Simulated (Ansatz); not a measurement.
## Gold (bcc) across density functionals

All rows: Ansatz, plane waves with scalar-relativistic PAW, 420 eV (500 eV for the SCAN forms), relaxed under each functional, no dispersion correction, no zero-point motion. B₀ comes from uniform scaling at fixed shape; a dash is a value not given.

```
functional  V (Å³/atom)         cell  B₀ (GPa)     magnetic state  ΔE to fcc (meV/atom)
       PBE        18.01  a = 3.303 Å       137  spin not included                    18
    r²SCAN        17.58  a = 3.276 Å       150  spin not included                    20
    PBEsol        17.03  a = 3.242 Å       171  spin not included                    20
       LDA        16.59  a = 3.213 Å       190  spin not included                    23
    revPBE        18.40  a = 3.326 Å       123  spin not included                    18
      BLYP        19.55  a = 3.394 Å       101  spin not included                    11
```

(1) What does RPBE give?

## Answers

(1) V (Å³/atom): 18.56; cell: a = 3.336 Å; B₀ (GPa): 117; magnetic state: spin not included; ΔE to fcc (meV/atom): 18.
